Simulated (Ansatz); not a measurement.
**Relativity in Ta**

```yaml
crystal:
  lattice:
    - [0.00000, 2.11000, 2.11000]
    - [2.11000, 0.00000, 2.11000]
    - [2.11000, 2.11000, 0.00000]
  atoms:
    - { symbol: Ta, position: [0.00000, 0.00000, 0.00000] }
```

The cell is COD entry 1534932, as deposited and not checked against the literature; nothing was relaxed.

One fixed cell is solved with PBE by full-potential LAPW in Ansatz 0.2.0 under different relativistic treatments. Pressure is positive in compression.

Sampling and basis: a Γ-centred 15×15×15 k mesh, Fermi–Dirac smearing of 0.08 eV, basis error target 0.5 meV/atom, no spin polarisation.

**Question.** Order the settings by the pressure that they give at this fixed cell, lowest first.
A. scalar-relativistic
B. with spin–orbit coupling
C. non-relativistic

**Answer.** B (0.36 GPa), A (0.57 GPa), C (8.24 GPa).

```
                 setting  P (GPa)  lowest level at Γ above −25 eV, from the valence-band top or, without a gap, the Fermi level (eV)
     scalar-relativistic     0.57                                                                                             -19.37
        non-relativistic     8.24                                                                                              -5.89
with spin–orbit coupling     0.36                                                                                             -20.22
```
